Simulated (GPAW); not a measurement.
# SnTe (Fm-3m) in GPAW: settings compared, part 3 of 3

GPAW 26.7.0. Earlier steps stand in the parts before.

## Step 7: Band structure, r4SCAN, spin-orbit coupling, no magnetisation

run.py

```python
import numpy as np
import spglib
from ase import Atoms
from ase.dft.bandgap import bandgap
from ase.io import read, write
from ase.units import GPa
from gpaw import GPAW, PW
from gpaw.spinorbit import soc_eigenstates

atoms = read('SnTe.cif')
cell, positions, numbers = spglib.find_primitive(
    (atoms.cell[:], atoms.get_scaled_positions(), atoms.numbers), symprec=1e-4)
atoms = Atoms(numbers, cell=cell, scaled_positions=positions, pbc=True)

calc = GPAW(mode=PW(600),
            xc='MGGA_X_R4SCAN+MGGA_C_R2SCAN',
            kpts={'size': (6, 6, 6), 'gamma': True},
            occupations={'name': 'fermi-dirac', 'width': 0.05},
            nbands=19,
            convergence={'density': 1e-05, 'energy': 1e-05},
            maxiter=150,
            txt='gpaw.txt')
atoms.calc = calc
energy = atoms.get_potential_energy()
forces = atoms.get_forces()
stress = atoms.get_stress()
calc.write('gs.gpw')
write('result.traj', atoms)
print(f'Energy: {energy:.6f} eV')
print('Forces (eV/A):')
print(forces.round(4))
print('Stress (GPa):', (stress / GPa).round(3))
print('Fermi level:', round(calc.get_fermi_level(), 4), 'eV')
print(f'Gap: {bandgap(calc)[0]:.4f} eV, direct: {bandgap(calc, direct=True)[0]:.4f} eV')

path = atoms.cell.bandpath('GXWKGLUWLK,UX', npoints=80, eps=1e-4)
bs_calc = calc.fixed_density(kpts=path, symmetry='off', nbands=32,
                             convergence={'bands': 'CBM+6.0', 'eigenstates': 1e-6}, txt='bands.txt')
bs = bs_calc.band_structure()
bs.write('bs.json')
print(f'Gap on the path: {bandgap(bs_calc)[0]:.4f} eV')

soc = soc_eigenstates(bs_calc, theta=0, phi=0, ignore_xc_potential=True)
np.savetxt('soc_bands.dat', soc.eigenvalues(), fmt='%.4f')
mesh = soc_eigenstates('gs.gpw', theta=0, phi=0, ignore_xc_potential=True)
np.savetxt('soc_mesh.dat', mesh.eigenvalues(), fmt='%.4f')
print('Fermi level with spin-orbit coupling:', round(mesh.fermi_level, 4), 'eV')
```

SnTe.cif

```cif
data_SnTe
_cell_length_a 6.30170000
_cell_length_b 6.30170000
_cell_length_c 6.30170000
_cell_angle_alpha 90.00000000
_cell_angle_beta 90.00000000
_cell_angle_gamma 90.00000000
_space_group_name_H-M_alt 'Fm-3m'
_space_group_name_Hall '-F 4 2 3'
_space_group_IT_number 225
loop_
_space_group_symop_operation_xyz
'x,y,z'
'-x,-y,-z'
'-y,x,z'
'y,-x,-z'
'-x,-y,z'
'x,y,-z'
'y,-x,z'
'-y,x,-z'
'x,-y,-z'
'-x,y,z'
'-y,-x,-z'
'y,x,z'
'-x,y,-z'
'x,-y,z'
'y,x,-z'
'-y,-x,z'
'z,x,y'
'-z,-x,-y'
'z,-y,x'
'-z,y,-x'
'z,-x,-y'
'-z,x,y'
'z,y,-x'
'-z,-y,x'
'-z,x,-y'
'z,-x,y'
'-z,-y,-x'
'z,y,x'
'-z,-x,y'
'z,x,-y'
'-z,y,x'
'z,-y,-x'
'y,z,x'
'-y,-z,-x'
'x,z,-y'
'-x,-z,y'
'-y,z,-x'
'y,-z,x'
'-x,z,y'
'x,-z,-y'
'-y,-z,x'
'y,z,-x'
'-x,-z,-y'
'x,z,y'
'y,-z,-x'
'-y,z,x'
'x,-z,y'
'-x,z,-y'
'x,y+1/2,z+1/2'
'-x,-y+1/2,-z+1/2'
'-y,x+1/2,z+1/2'
[... 62 lines left out ...]
'-z+1/2,-x,-y+1/2'
'z+1/2,-y,x+1/2'
'-z+1/2,y,-x+1/2'
'z+1/2,-x,-y+1/2'
'-z+1/2,x,y+1/2'
'z+1/2,y,-x+1/2'
'-z+1/2,-y,x+1/2'
'-z+1/2,x,-y+1/2'
'z+1/2,-x,y+1/2'
'-z+1/2,-y,-x+1/2'
'z+1/2,y,x+1/2'
'-z+1/2,-x,y+1/2'
'z+1/2,x,-y+1/2'
'-z+1/2,y,x+1/2'
'z+1/2,-y,-x+1/2'
'y+1/2,z,x+1/2'
'-y+1/2,-z,-x+1/2'
'x+1/2,z,-y+1/2'
'-x+1/2,-z,y+1/2'
'-y+1/2,z,-x+1/2'
'y+1/2,-z,x+1/2'
'-x+1/2,z,y+1/2'
'x+1/2,-z,-y+1/2'
'-y+1/2,-z,x+1/2'
'y+1/2,z,-x+1/2'
'-x+1/2,-z,-y+1/2'
'x+1/2,z,y+1/2'
'y+1/2,-z,-x+1/2'
'-y+1/2,z,x+1/2'
'x+1/2,-z,y+1/2'
'-x+1/2,z,-y+1/2'
'x+1/2,y+1/2,z'
'-x+1/2,-y+1/2,-z'
'-y+1/2,x+1/2,z'
'y+1/2,-x+1/2,-z'
'-x+1/2,-y+1/2,z'
'x+1/2,y+1/2,-z'
'y+1/2,-x+1/2,z'
'-y+1/2,x+1/2,-z'
'x+1/2,-y+1/2,-z'
'-x+1/2,y+1/2,z'
'-y+1/2,-x+1/2,-z'
'y+1/2,x+1/2,z'
'-x+1/2,y+1/2,-z'
'x+1/2,-y+1/2,z'
'y+1/2,x+1/2,-z'
'-y+1/2,-x+1/2,z'
'z+1/2,x+1/2,y'
'-z+1/2,-x+1/2,-y'
'z+1/2,-y+1/2,x'
'-z+1/2,y+1/2,-x'
'z+1/2,-x+1/2,-y'
'-z+1/2,x+1/2,y'
'z+1/2,y+1/2,-x'
'-z+1/2,-y+1/2,x'
'-z+1/2,x+1/2,-y'
'z+1/2,-x+1/2,y'
'-z+1/2,-y+1/2,-x'
'z+1/2,y+1/2,x'
'-z+1/2,-x+1/2,y'
'z+1/2,x+1/2,-y'
'-z+1/2,y+1/2,x'
'z+1/2,-y+1/2,-x'
'y+1/2,z+1/2,x'
'-y+1/2,-z+1/2,-x'
'x+1/2,z+1/2,-y'
'-x+1/2,-z+1/2,y'
'-y+1/2,z+1/2,-x'
'y+1/2,-z+1/2,x'
'-x+1/2,z+1/2,y'
'x+1/2,-z+1/2,-y'
'-y+1/2,-z+1/2,x'
'y+1/2,z+1/2,-x'
'-x+1/2,-z+1/2,-y'
'x+1/2,z+1/2,y'
'y+1/2,-z+1/2,-x'
'-y+1/2,z+1/2,x'
'x+1/2,-z+1/2,y'
'-x+1/2,z+1/2,-y'
loop_
_atom_site_label
_atom_site_type_symbol
_atom_site_symmetry_multiplicity
_atom_site_Wyckoff_symbol
_atom_site_fract_x
_atom_site_fract_y
_atom_site_fract_z
_atom_site_occupancy
Te1 Te 4 b 0.5000000000 0.0000000000 0.0000000000 1
Sn1 Sn 4 a 0.0000000000 0.0000000000 0.0000000000 1
```

On the command line:

```
$ OMP_NUM_THREADS=1 python run.py
```

Wall time 5.1 min (1 thread of Arm Neoverse V2, shared host); peak memory 0.47 GiB.

It converged, with:

- Free energy: -52.6902 eV
- Pressure: 0.4 GPa
- Band gap on the k mesh: 0.36 eV, direct
- Band gap along the path: 0.28 eV, indirect (least direct gap 0.30 eV)

Levels at the corners of the path, in eV from the valence-band top:
```
point  band 17  band 18  band 19  band 20  band 21  band 22  band 23  band 24
    Γ    -1.94    -1.94    -1.94    -1.94     2.99     2.99     3.92     3.92
    X    -4.13    -4.13    -3.64    -3.64     2.51     2.51     4.87     4.87
    W    -4.90    -4.90    -0.78    -0.78     0.94     0.94     4.92     4.92
    K    -3.43    -3.43    -2.68    -2.68     3.03     3.03     3.57     3.57
    Γ    -1.94    -1.94    -1.94    -1.94     2.99     2.99     3.92     3.92
    L    -1.55    -1.55     0.00     0.00     0.36     0.36     0.43     0.43
    U    -3.43    -3.43    -2.68    -2.68     3.03     3.03     3.57     3.57
    W    -4.90    -4.90    -0.78    -0.78     0.94     0.94     4.92     4.92
    L    -1.55    -1.55     0.00     0.00     0.36     0.36     0.43     0.43
    K    -3.43    -3.43    -2.68    -2.68     3.03     3.03     3.57     3.57
    U    -3.43    -3.43    -2.68    -2.68     3.03     3.03     3.57     3.57
    X    -4.13    -4.13    -3.64    -3.64     2.51     2.51     4.87     4.87
```

Caveat: spin-orbit coupling was added after a scalar SCF, so levels and gaps hold it while energy, forces, pressure and moments don't; this program's spin-orbit splittings come out too wide for heavy elements; the PAW data sets were made with another functional, which shifts forces and pressure a little; the mesh misses the band edges, which the band path finds closer together.

## Step 8: The runs side by side

```tsv
task	level	potentials or basis	spin	cutoff (eV)	band path	band points	data set	spin axis theta (degrees)	spin axis phi (degrees)	grid spacing	gap on the mesh (eV)	pressure (GPa)
equation of state	vdW-DF	GPAW PAW data sets (gpaw-data 1.2.1), pw	off	600	-	-	-	-	-	-	-	-
band structure	LDA	the program's PAW data sets (release 1.2.1) made for this functional, other valence, pw	off	600	GXWKGLUWLK,UX	80	Te 16	-	-	-	0.17	-2.9
equation of state	PBE	GPAW PAW data sets (gpaw-data 1.2.1), lcao:dzp	off	-	-	-	-	-	-	0.18 Å	-	-
equation of state	C09-vdW	GPAW PAW data sets (gpaw-data 1.2.1), pw	off	600	-	-	-	-	-	-	-	-
equation of state	TASK	GPAW PAW data sets (gpaw-data 1.2.1), pw	off	600	-	-	-	-	-	-	-	-
band structure	r4SCAN	GPAW PAW data sets (gpaw-data 1.2.1), pw	SOC, no magnetisation	600	GXWKGLUWLK,UX	80	-	0	0	-	0.36	0.4
```

Alike in all rows: cell as given; k mesh 6 × 6 × 6; smearing fermi-dirac 0.05 eV.

Caveats: the PAW data sets were made with another functional, which shifts forces and pressure a little (some runs); spin-orbit coupling is left out, which moves the levels of the heavy elements (some runs); the real-space grid adds noise to forces (some runs); the basis of atomic orbitals isn't converged, which shifts pressures, moduli and gaps (some runs); spin-orbit coupling was added after a scalar SCF, so levels and gaps hold it while energy, forces, pressure and moments don't (some runs); this program's spin-orbit splittings come out too wide for heavy elements (some runs).

Total energies depend on the potentials used, so only differences within one code and one set of settings carry meaning.

## Step 9: How close it comes

Step 3. Against the measured gap of SnTe, 0.18 eV (direct; 300 K; a printed reference work, textbook), the calculated 0.13 eV is off by -0.05 eV. Spin-orbit coupling on Sn, Te is left out. The value is that of LDA, without temperature or zero-point motion. Semilocal functionals fall short of measured gaps as a rule.

Step 7. A measured gap of SnTe is 0.18 eV (direct; 300 K; a printed reference work, textbook); the calculated 0.28 eV misses it by +0.10 eV. The value is that of r4SCAN, without temperature or zero-point motion.
